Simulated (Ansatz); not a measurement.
Runs of Ansatz 0.2.0 on As. It takes space group Pm-3m (No. 221, cubic). The conventional cell has a = 2.704 Å, b = 2.704 Å, c = 2.704 Å, α = 90.00°, β = 90.00°, γ = 90.00°. As (site symmetry m-3m) has 6 As at 2.70 Å as nearest neighbours. This isn't the form of As at room conditions, which is rhombohedral.

```csv
share of exact exchange,gap on the mesh (eV),pressure (GPa)
0.05,none,2.4
0.3,none,-1.5
0.25,none,(b)
0.2,none,(a)
0.15,none,0.9
```

Alike in all rows: task single point; level HSE06 form with a typed share of exact exchange; potentials or basis Ansatz PAW; no spin polarisation; cell as given; k mesh 5 × 5 × 5; cutoff (eV) 420; smearing fermi-dirac 0.05 eV; the mesh is coarse, so values aren't converged.

**Question.** Fill in the values left out.

**Answer.** (a) 0.2; (b) -0.6.

Caveats: all runs use coarse meshes; the PAW data sets come from PBE, with cores solved anew for the run's functional, which leaves a small shift of forces and pressure; the thresholds are loose for stress.

A k mesh can miss the band edges, and the runs leave out spin-orbit coupling on As.

A gap of «none» marks a metal or a gap under the smearing width.
